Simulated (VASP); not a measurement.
Here is a VASP 6.6.1 calculation.

The input INCAR:

```
SYSTEM = MgB2
PREC = Accurate
ENCUT = 600
EDIFF = 1E-7
ISMEAR = 1
SIGMA = 0.1
LREAL = .False.
LASPH = .True.
NELM = 80
ALGO = Normal
ISIF = 3
LWAVE = .False.
LCHARG = .False.
GGA = RP
IBRION = 2
NSW = 90
EDIFFG = -0.005
```

Contents of KPOINTS:

```
Automatic mesh
0
Gamma
  15 15 10
  0 0 0
```

Contents of POSCAR:

```
MgB2                                    
1.0
    3.0900737202      0.0000000000     -0.0000000000
   -1.5450368601      2.6760823413      0.0000000000
    0.0000000000      0.0000000000      3.5625636641
  Mg              B             
     1     2
Direct
     0.0000000000000000    0.0000000000000000    0.0000000000000000
     0.3333333332999970    0.6666666667000030    0.5000000000000000
     0.6666666667000030    0.3333333332999970    0.5000000000000000
```

Potentials or basis: VASP PAW PBE potentials, release 64 (Mg, B).

Launch:

```console
$ cat potpaw_PBE.64/Mg/POTCAR potpaw_PBE.64/B/POTCAR > POTCAR
$ mpirun -np 1 vasp_std > vasp.out
```

(1) What does it give for the band gap on the k mesh?

(2) What does it give for the relaxed cell?

(3) Estimate the relaxed volume.

(4) What does it give for the space group after relaxing (to 0.05 Å)?

## Answers

(1) none (metal or under the smearing width).

(2) a = 3.091 Å, b = 3.091 Å, c = 3.561 Å, α = 90.00°, β = 90.00°, γ = 120.00°.

(3) 9.82 Å³/atom.

(4) P6/mmm (No. 191).

Caveat: the PAW data sets were made with another functional, which shifts forces and pressure a little.
